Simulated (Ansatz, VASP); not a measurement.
## Cross-check of KZnF3 (KZnF3 (Pm-3m)) between VASP and Ansatz

One calculation is typed for both programs; each brings its own data sets. How far apart do they land? The cell is taken from a series of runs on this material, whose earlier steps may have relaxed, scaled, displaced or heated it; both programs get it as it stands.

Program: Ansatz 0.2.0. Level of theory: plane waves, with VASP 6.6.1 beside it; relaxation of cell and atoms at PBEsol. Results are calculated unless marked as measured.

## (1) The structure

The structure is cubic, space group Pm-3m (No. 221). Conventional cell: a = 4.047 Å, b = 4.047 Å, c = 4.047 Å, α = 90.00°, β = 90.00°, γ = 90.00°. Nearest to K lie 12 F at 2.86 Å. Nearest to Zn lie 6 F at 2.02 Å. Nearest to F lie 2 Zn at 2.02 Å and 4 K at 2.86 Å. Farther neighbours and most contacts between anions are not listed.

## (2) VASP: relaxation of cell and atoms, PBEsol

The relaxed volume is the usual yardstick between codes: in a stiff, nearly cubic crystal its relative difference is about their pressure difference at one cell divided by the bulk modulus.

Lines of VASP's logs that name or quote its potential files are left out, and so is its time.

INCAR reads:

```
SYSTEM = KZnF3
PREC = Accurate
ENCUT = 600
EDIFF = 1E-07
NELM = 120
ISMEAR = 0
SIGMA = 0.01
LREAL = .FALSE.
ALGO = Normal
GGA = PS
NBANDS = 27
LORBIT = 11
LWAVE = .FALSE.
LCHARG = .FALSE.
ISIF = 3
IBRION = 2
NSW = 80
EDIFFG = -0.005
LASPH = .TRUE.
GGA_COMPAT = .FALSE.
NELMIN = 4
EFERMI = MIDGAP
KPAR = 2
```

POSCAR reads:

```
KZnF3
1.0
    4.0474170000      0.0000000000      0.0000000000
    0.0000000000      4.0474170000      0.0000000000
    0.0000000000      0.0000000000      4.0474170000
K Zn F
1 1 3
Direct
    0.0000000000      0.0000000000      0.0000000000
    0.4999998765      0.4999998765      0.4999998765
    0.0000000000      0.4999998765      0.4999998765
    0.4999998765      0.0000000000      0.4999998765
    0.4999998765      0.4999998765      0.0000000000
```

KPOINTS reads:

```
Automatic mesh
0
Gamma
7 7 7
0 0 0
```

PAW data sets: K_sv, Zn and F (PBE family, release 64).

Started as:

```console
$ mpirun -np 2 vasp_std
```

Numbers of over 12 decimals in the logs are rounded to 6 here.

The program printed:

```text
[banner, memory and clock lines left out]
running    2 mpi-ranks, on    1 nodes
 distrk:  each k-point on    1 cores,    2 groups
 distr:  one band on    1 cores,    1 groups

 POSCAR found type information on POSCAR K ZnF
 POSCAR found :  3 types and       5 ions
|                                                                             |
|               ----> ADVICE to this user running VASP <----                  |
|                                                                             |
|     You enforced a specific xc type in the INCAR file but a different       |
|     [... a line on the potential file left out ...]
|     I HOPE YOU KNOW WHAT YOU ARE DOING!                                     |
|                                                                             |

 LDA part: xc-table for (Slater+PW92), standard interpolation
 POSCAR, INCAR and KPOINTS ok, starting setup
 FFT: planning ... GRIDC
 FFT: planning ... GRID_SOFT
 FFT: planning ... GRID
 WAVECAR not read
 entering main loop
       N       E                     dE             d eps       ncg     rms          rms(c)
DAV:   1     0.472676631970E+03    0.47268E+03   -0.24292E+04  1080   0.208E+03
DAV:   2     0.211309514700E+02   -0.45155E+03   -0.43347E+03  1184   0.496E+02
DAV:   3    -0.220836835903E+02   -0.43215E+02   -0.42928E+02  1278   0.161E+02
DAV:   4    -0.232069786673E+02   -0.11233E+01   -0.11206E+01  1661   0.235E+01
DAV:   5    -0.232208390586E+02   -0.13860E-01   -0.13848E-01  1402   0.225E+00    0.107E+01
DAV:   6    -0.213355068312E+02    0.18853E+01   -0.58038E+00  1595   0.366E+01    0.705E+00
DAV:   7    -0.213747501282E+02   -0.39243E-01   -0.12650E+00  1188   0.738E+00    0.451E+00
DAV:   8    -0.213815031149E+02   -0.67530E-02   -0.49059E-01  1505   0.137E+01    0.153E+00
DAV:   9    -0.213478178374E+02    0.33685E-01   -0.85330E-02  1653   0.873E+00    0.538E-01
DAV:  10    -0.213455642055E+02    0.22536E-02   -0.65103E-02  1561   0.593E+00    0.273E-01
DAV:  11    -0.213453263050E+02    0.23790E-03   -0.97723E-03  1413   0.115E+00    0.136E-01
DAV:  12    -0.213454407854E+02   -0.11448E-03   -0.37743E-04  1245   0.209E-01    0.137E-01
DAV:  13    -0.213451618122E+02    0.27897E-03   -0.15190E-03  1706   0.115E+00    0.901E-03
DAV:  14    -0.213451796679E+02   -0.17856E-04   -0.18634E-04  1268   0.140E-01    0.107E-02
DAV:  15    -0.213451788325E+02    0.83536E-06   -0.90996E-06  1362   0.230E-02    0.494E-03
DAV:  16    -0.213451784503E+02    0.38224E-06   -0.11209E-06  1621   0.221E-02    0.154E-03
DAV:  17    -0.213451783571E+02    0.93219E-07   -0.28746E-07  1039   0.498E-03
   1 F= -.21345178E+02 E0= -.21345178E+02  d E =-.213452E+02
 curvature:   0.00 expect dE= 0.000E+00 dE for cont linesearch  0.000E+00
 trial: gam= 0.00000 g(F)=  0.000E+00 g(S)=  0.172E-02 ort = 0.000E+00 (trialstep = 0.100E+01)
 search vector abs. value=  0.172E-02
 bond charge predicted
       N       E                     dE             d eps       ncg     rms          rms(c)
DAV:   1    -0.213674939810E+02   -0.22316E-01   -0.39438E-01  1297   0.824E+00    0.113E+00
DAV:   2    -0.213481013111E+02    0.19393E-01   -0.76255E-02  1251   0.295E+00    0.319E-01
DAV:   3    -0.213464169954E+02    0.16843E-02   -0.26047E-03  1318   0.138E+00    0.191E-01
DAV:   4    -0.213460653253E+02    0.35167E-03   -0.13306E-03  1765   0.398E-01    0.108E-01
DAV:   5    -0.213460463299E+02    0.18995E-04   -0.12501E-04  1619   0.121E-01    0.276E-02
DAV:   6    -0.213460392594E+02    0.70705E-05   -0.20002E-05  1885   0.190E-01    0.575E-03
DAV:   7    -0.213460389724E+02    0.28702E-06   -0.37917E-06  1588   0.237E-02    0.345E-03
DAV:   8    -0.213460386033E+02    0.36903E-06   -0.99358E-07  1520   0.218E-02    0.170E-03
DAV:   9    -0.213460384046E+02    0.19873E-06   -0.14081E-07   758   0.100E-02    0.551E-04
DAV:  10    -0.213460384320E+02   -0.27360E-07   -0.18467E-07   844   0.342E-03
   2 F= -.21346038E+02 E0= -.21346038E+02  d E =-.860075E-03
 trial-energy change:   -0.000860  1 .order   -0.000889   -0.001721   -0.000057
 step:   1.0384(harm=  1.0343)  dis= 0.00000  next Energy=   -21.346040 (dE=-0.861E-03)
 reached required accuracy - stopping structural energy minimisation
```

OUTCAR, selected parts (step 2):

```text
ion  position               nearest neighbor table
   1  0.000  0.000  0.000-
   2  0.500  0.500  0.500-   3 2.02   4 2.02   5 2.02   3 2.02   4 2.02   5 2.02
   3  0.000  0.500  0.500-   2 2.02   2 2.02
   4  0.500  0.000  0.500-   2 2.02   2 2.02
   5  0.500  0.500  0.000-   2 2.02   2 2.02

  LATTYP: Found a simple cubic cell.
 ALAT       =     4.0474170000

 Subroutine GETGRP returns: Found 48 space group operations
 (whereof 48 operations were pure point group operations)

The static configuration has the point symmetry O_h .

 Found     20 irreducible k-points:

   k-points           NKPTS =     20   k-points in BZ     NKDIM =     20   number of bands    NBANDS=     27

   dimension x,y,z NGX =    32 NGY =   32 NGZ =   32
   dimension x,y,z NGXF=    64 NGYF=   64 NGZF=   64

   ENCUT  =  600.0 eV  44.10 Ry    6.64 a.u.   8.08  8.08  8.08*2*pi/ulx,y,z

   NELECT =      42.0000    total number of electrons

 k-points in reciprocal lattice and weights: Automatic mesh
   0.00000000  0.00000000  0.00000000       0.003
   0.14285714  0.00000000  0.00000000       0.017
   0.28571429  0.00000000  0.00000000       0.017
   0.42857143  0.00000000  0.00000000       0.017
   0.14285714  0.14285714  0.00000000       0.035
   0.28571429  0.14285714  0.00000000       0.070
   0.42857143  0.14285714  0.00000000       0.070
   0.28571429  0.28571429  0.00000000       0.035
   0.42857143  0.28571429  0.00000000       0.070
[...]
0.42857143  0.42857143  0.28571429       0.070
   0.42857143  0.42857143  0.42857143       0.023

 average (electrostatic) potential at core
       1 -34.9707       2 -36.6382       3 -78.1960       4 -78.1960       5 -78.1960

 E-fermi :   0.8224

 k-point     1 :       0.0000    0.0000    0.0000
  band No.  band energies     occupation
    ...
     17      -2.9692      2.00000
     18      -2.9692      2.00000
     19      -2.7626      2.00000
     20      -2.7626      2.00000
     21      -2.7626      2.00000
     22       2.6917      0.00000
     23       7.6789      0.00000
     24       7.6789      0.00000
     25       8.2966      0.00000
     26      10.0519      0.00000
    ...

 k-point     2 :       0.1429    0.0000    0.0000
  band No.  band energies     occupation
    ...
     17      -2.9415      2.00000
     18      -2.9415      2.00000
     19      -2.7809      2.00000
     20      -2.7504      2.00000
     21      -2.7504      2.00000
     22       3.0990      0.00000
     23       7.8332      0.00000
     24       7.8493      0.00000
     25       8.4998      0.00000
     26      10.0590      0.00000
    ...

 k-point     3 :       0.2857    0.0000    0.0000
  band No.  band energies     occupation
    ...
     17      -2.9238      2.00000
     18      -2.9238      2.00000
     19      -2.6890      2.00000
     20      -2.6890      2.00000
     21      -2.6867      2.00000
     22       4.1214      0.00000
     23       7.8400      0.00000
     24       8.2500      0.00000
     25       9.3171      0.00000
     26      10.0700      0.00000
    ...

  Total        0.0080775      0.0080775      0.0080775      0.0000000     -0.0000000      0.0000000
  in kB        0.1938183      0.1938183      0.1938183      0.0000000     -0.0000000      0.0000000
  external PRESSURE =       0.1938183 kB  Pullay stress =       0.0000000 kB

  energy-cutoff  :      600.00
  volume of cell :       66.77
      direct lattice vectors                 reciprocal lattice vectors
     4.056938714  0.000000000  0.000000000     0.246491276 -0.000000000 -0.000000000
     0.000000000  4.056938714  0.000000000     0.000000000  0.246491276 -0.000000000
     0.000000000  0.000000000  4.056938714    -0.000000000  0.000000000  0.246491276

 POSITION                                       TOTAL-FORCE (eV/Angst)
 -----------------------------------------------------------------------------------
      0.00000      0.00000      0.00000        -0.000000     -0.000000      0.000000
      2.02847      2.02847      2.02847        -0.000000     -0.000000      0.000000
      0.00000      2.02847      2.02847         0.000000      0.000000      0.000000
      2.02847      0.00000      2.02847         0.000000      0.000000      0.000000
      2.02847      2.02847      0.00000        -0.000000     -0.000000      0.000000
 -----------------------------------------------------------------------------------
    total drift:                                0.002051      0.002051      0.002051

  FREE ENERGIE OF THE ION-ELECTRON SYSTEM (eV)
  ---------------------------------------------------
  free  energy   TOTEN  =       -21.3460384320 eV

  energy  without entropy=      -21.3460384320  energy(sigma->0) =      -21.34603843

 reached required accuracy - stopping structural energy minimisation

 total charge
# of ion       s       p       d       tot
------------------------------------------
    1        1.953   5.575   0.023   7.551
    2        0.348   0.377   9.952  10.677
    3        1.726   4.351   0.000   6.077
    4        1.726   4.351   0.000   6.077
    5        1.726   4.351   0.000   6.077
--------------------------------------------------
tot          7.480  19.004   9.975  36.459

[... 3 further parts left out ...]
```

## (3) Ansatz: relaxation of cell and atoms, PBEsol

Ansatz runs on its default PAW (the set named soft_2) files.

The same cell, functional and mesh now go to Ansatz.

input.yaml reads:

```yaml
crystal:
  lattice:
    - [4.0474168, 0.0, 0.0]
    - [0.0, 4.0474168, 0.0]
    - [0.0, 0.0, 4.0474168]
  atoms:
    - { symbol: K, position: [0.0, 0.0, 0.0] }
    - { symbol: Zn, position: [0.5, 0.5, 0.5] }
    - { symbol: F, position: [0.0, 0.5, 0.5] }
    - { symbol: F, position: [0.5, 0.0, 0.5] }
    - { symbol: F, position: [0.5, 0.5, 0.0] }
basis:
  ecutwfc: 420
  xc_grid: 2
hamiltonian:
  xc: pbesol
kpoints:
  mp_grid: { grid: [7, 7, 7] }
scf:
  occupations: { method: fixed }
  max_iter: 100
relax:
  f_tol: 0.005
  max_steps: 60
  cell: {}
output:
  forces: true
  stress: true
checkpoint:
  write: "../cell.run"
  compress: false
  write_wavefunctions: false
  write_every: 100000
```

Started as:

```console
$ ansatz run input.yaml --threads 2 --pin off --max-ram 3768MiB --backend cpu --events-out ev --progress --plain --runs-dir out
```

The program printed:

```text
Engine: ansatz 0.2.0, aarch64-unknown-linux-gnu
Pseudopotentials: kind: paw
Pseudopotential: K, paw, valence charge 9, recommended cutoff 420 eV (normal), K.paw.azcp
Pseudopotential: Zn, paw, valence charge 12, recommended cutoff 420 eV (normal), Zn.paw.azcp
Pseudopotential: F, paw, valence charge 7, recommended cutoff 420 eV (normal), F.paw.azcp
Functional definition: PBEsol
  exchange = pbesol_x
  correlation = pbesol_c
Crystal: 5 atoms, lattice volume = 66.303 Å³
Basis set: ecut = 420 eV, 1309 PW (Γ), exchange–correlation on 60×60×60 points (8 copies of the dense FFT grid, shifted against one another)
Bands: 26, of which v1, the nominal top of the filled ones, is band 21 counted from 1 (20 counted from 0)
Symmetry: 48 space group operations
Space group: Pm-3m (ITA 221), of the structure as read, at distance tolerance 4.0e-5 Å
k-points: 20 of 343
Non-local potential: K, projectors of the file, l = 0: 3, l = 1: 2, l = 2: 2
Non-local potential: Zn, projectors of the file, l = 0: 2, l = 1: 2, l = 2: 3, l = 3: 1
Non-local potential: F, projectors of the file, l = 0: 2, l = 1: 2, l = 2: 1
PAW form: soft (Blöchl's): semilocal exchange-correlation on the pseudo side does not see the compensation charge
PAW frozen core: K, regenerated for the run's functional, and the local potential with it (the file was generated under x = pbe(κ = 0.804, μ = 0.219515), c = pbe(β = 0.066725))
PAW frozen core: Zn, regenerated for the run's functional, and the local potential with it (the file was generated under x = pbe(κ = 0.804, μ = 0.219515), c = pbe(β = 0.066725))
PAW frozen core: F, regenerated for the run's functional, and the local potential with it (the file was generated under x = pbe(κ = 0.804, μ = 0.219515), c = pbe(β = 0.066725))
PAW one-centre angular grid: K, 110 points (default); XC on 64 Gauss nodes
PAW one-centre angular grid: Zn, 590 points (default); XC on 64 Gauss nodes
PAW one-centre angular grid: F, 110 points (default); XC on 64 Gauss nodes
Initial density: superposition of atomic densities (neutral atoms: chi_scale 0, normalization atom), corrected by the library's trained network
Initial wavefunctions: pseudopotential atomic-orbital guess
Functional: x = pbesol(κ = 0.804, μ = 0.123457), c = pbesol(β = 0.046)
SCF iter   1: F=—  HF=-7202.679438 eV  |F-HF|=—  |Δ(HF+E_count)|=         —  Δρ=1.48e-2  dr2=9.09e-2  ethr=1.77e-3  ⟨swp⟩=4.3  Hψ=2234  notcnv=0  defer=39
preconditioner: auto → Resta (q_TF=auto, 2.528 Å⁻¹)  ε∞=4.0  [insulator: Δε(μ)=3.698 eV  Ē_g=17.041 eV  n_scr=18 (ndim 8)  ℏωp=29.6 eV  f_vac=0.047  ε∞_Penn≈4.0]
SCF iter   2: F=—  HF=-7202.652349 eV  |F-HF|=—  |Δ(HF+E_count)|=   2.71e-2  Δρ=2.53e-3  dr2=1.64e-3  ethr=2.16e-4  ⟨swp⟩=2.0  Hψ=1101  notcnv=0  defer=53
SCF iter   3: F=—  HF=-7202.652225 eV  |F-HF|=—  |Δ(HF+E_count)|=   1.24e-4  Δρ=1.09e-3  dr2=5.09e-4  ethr=3.90e-6  ⟨swp⟩=2.3  Hψ=845  notcnv=0  defer=36
automatic band count: iteration 3 solves 25 bands in place of 26: the levels show a gap, and the empty bands left out lie too high to hold charge; the band table lists the bands solved (type scf.n_extra_bands for more)
SCF iter   4: F=—  HF=-7202.652306 eV  |F-HF|=—  |Δ(HF+E_count)|=   8.11e-5  Δρ=4.22e-4  dr2=7.22e-5  ethr=1.21e-6  ⟨swp⟩=2.9  Hψ=944  notcnv=0  defer=35
SCF iter   5: F=—  HF=-7202.652322 eV  |F-HF|=—  |Δ(HF+E_count)|=   1.57e-5  Δρ=1.03e-4  dr2=5.74e-6  ethr=1.72e-7  ⟨swp⟩=2.0  Hψ=764  notcnv=0
SCF iter   6: F=—  HF=-7202.652329 eV  |F-HF|=—  |Δ(HF+E_count)|=   7.51e-6  Δρ=2.82e-5  dr2=6.50e-7  ethr=1.37e-8  ⟨swp⟩=2.0  Hψ=829  notcnv=0  defer=15
SCF iter   7: F=-7202.652330 eV  HF=-7202.652330 eV  |F-HF|=1.09e-8  |Δ(HF+E_count)|=   8.16e-7  Δρ=5.03e-6  dr2=3.01e-8  ethr=2.38e-10  ⟨swp⟩=4.0  Hψ=1768  notcnv=0
SCF 1 converged in 7 iterations: F = -7202.652330 eV  dr2 = 3.01e-8
  greatest PAW one-centre occupation: 0.994 electrons in one spin orbital (limit 2), on the Zn atom at site 1 (counted from 0), in its partial waves of l = 2
relax step   1: F+E_penalty+E_count = -7202.65233022 eV  Δ(F+E_penalty+E_count) = +0.000e0 eV  max|allowed force component| = 6.190e-29 eV/Å  Δτ_max = 0.0000 Å  P = +0.295 GPa  Ω = 66.303 Å³  (7 SCF iters, dr2 threshold 1.00e-7 eV, accepted)
[...]
relax step   2: F+E_penalty+E_count = -7202.65194080 eV  Δ(F+E_penalty+E_count) = +3.894e-4 eV  max|allowed force component| = 1.225e-29 eV/Å  Δτ_max = 0.0000 Å  P = +0.116 GPa  Ω = 66.437 Å³  energy of the carried Pulay correction = -5.613e-4 eV  (4 SCF iters, dr2 threshold 2.18e-7 eV, accepted)
[...]
relax step   3: F+E_penalty+E_count = -7202.65160718 eV  Δ(F+E_penalty+E_count) = +3.336e-4 eV  max|allowed force component| = 1.288e-29 eV/Å  Δτ_max = 0.0000 Å  P = +0.001 GPa  Ω = 66.524 Å³  energy of the carried Pulay correction = -9.267e-4 eV  (5 SCF iters, dr2 threshold 3.39e-8 eV, accepted)
[...]
relax step   4: F+E_penalty+E_count = -7202.65289905 eV  Δ(F+E_penalty+E_count) = -1.292e-3 eV  max|allowed force component| = 1.233e-29 eV/Å  Δτ_max = 0.0000 Å  P = +0.027 GPa  Ω = 66.524 Å³  stress off target by 2.69e-2 GPa  SCF on the basis re-selected at this cell (its energy is not comparable with the rows above)  (6 SCF iters)
basis re-selected at this cell: Δ(F+E_penalty+E_count) = -1.292e-3 eV, ΔP = +0.026 GPa vs the last step (what re-selecting the basis moved, of the pressure what is left beyond the Pulay correction that the steps carried, after the strain that the cell walked since its last selection, with what the two solves' SCF thresholds leave and, on support functions, any second-order correction that the steps lacked; it is no m [...]
SCF converged after 6 iterations
Free energy (F): -7202.652899 eV
Harris-Foulkes:  -7202.652899 eV  (|F-HF|=0.00e0)
Internal energy: -7202.652899 eV  (E = F + TS)
E sigma→0 (E₀):  -7202.652899 eV
Fermi energy:    3.957858 eV
--- Per-component energies (eV) ---
  E_band       = -153.850939
  E_kinetic    = 1003.896302
  E_local      = -4052.949153  (includes V_loc(G=0)·N_el)
  E_nonlocal   = 860.754117
  E_hartree    = 1595.880449
  E_xc         = -503.783737
  E_vxc        = -519.002256  (∫ρ·V_xc dr)
  E_paw        = -3142.746447  (= ΣΔE_a)
  E_vpaw       = -638.316532  (= ΣTr[D̂ρ^β])
  E_aug_tail   = 0.005705  (compensation charges beyond the density's cutoff)
  E_ewald      = -2964.742704
  E_core_change = 1.032568  (= ΣΔE_core)
  E_smearing   = -0.000000  (= −TS)
  E_closure    = -0.000000  (closes the sum)
  Σ components = -7202.652899   (vs F -7202.652899, Δ=0.00e0)
--- Forces (eV/Å), atoms counted from 1 ---
  atom   1  K     -0.00000000    -0.00000000    -0.00000000
  atom   2  Zn    -0.00000000     0.00000000     0.00000000
  atom   3  F      0.00000000    -0.00000000     0.00000000
  atom   4  F      0.00000000     0.00000000     0.00000000
  atom   5  F      0.00000000     0.00000000     0.00000000
  max |Σ_I F_I| component: 1.34e-29 eV/Å
--- Stress (GPa, compression-positive) ---
        0.026895      -0.000000       0.000000
       -0.000000       0.026895      -0.000000
        0.000000      -0.000000       0.026895
  P = ⅓ Tr σ = 0.0269 GPa (0.269 kbar)
--- Relaxed structure (3 steps of the walk, 3 accepted, 1 SCFs on fresh bases) ---
  F+E_penalty+E_count = -7202.65289905 eV   max|allowed force component| = 1.233e-29 eV/Å   (the final SCF, on the basis selected at the relaxed cell)
  cell:  # Å, volume = 66.5244 Å³
    - [4.051915, 0, 0]
    - [0, 4.051915, 0]
    - [0, 0, 4.051915]
  atoms:
    - { symbol: K, position: [0, 0, 0] }
    - { symbol: Zn, position: [0.5, 0.5, 0.5] }
    - { symbol: F, position: [0, 0.5, 0.5] }
    - { symbol: F, position: [0.5, 0, 0.5] }
    - { symbol: F, position: [0.5, 0.5, 0] }
```

In the SCF lines HF is the Harris–Foulkes energy and dr2 the Hartree energy of the density residual, in eV; the loop may stop once dr2 is under the threshold and the program's other checks hold. Hψ counts applications of the Hamiltonian.

## (4) Comparison

Known differences besides the potentials themselves: fixed occupations in Ansatz, narrow Gaussian smearing in VASP; the cutoff is 420 eV in Ansatz and 600 eV in VASP; Ansatz makes its cores anew for this functional, VASP keeps those of its PBE data sets; Ansatz adds a Pulay correction to the stress that steers its cell, VASP none. Total energies have different zeros and are not compared.

Both answers:

| quantity | Ansatz | VASP | difference |
| --- | --- | --- | --- |
| volume (Å³) | 66.52 | 66.77 | -0.37 % |
| edge a after relaxation, in the typed setting (Å) | 4.052 | 4.057 | -0.12 % |

## (5) Summary of results

```yaml
difference_in_volume_relaxation_of_cell_and_atoms_pbesol: -0.37 %
```

In words: The difference in volume is -0.37 % (relaxation of cell and atoms, PBEsol), within the 1.2 % picked in this series as the mark of a large difference, as far as the stopping tolerances let one tell. How closely two codes agree says nothing of how well the functional describes the real material.

[Lines on the potential files, build, host, timing and source positions are cut from VASP's logs without a mark.]

[Logs are printed without paths, hosts, clocks, repeated set-up lines and the standing remarks that a program may print on its own settings, such as how far it seeks lower states.]

[Hosts, paths, dates, database ids (printed as entryN), source tags and the programs' standing remarks are cut or masked in the printed files.]
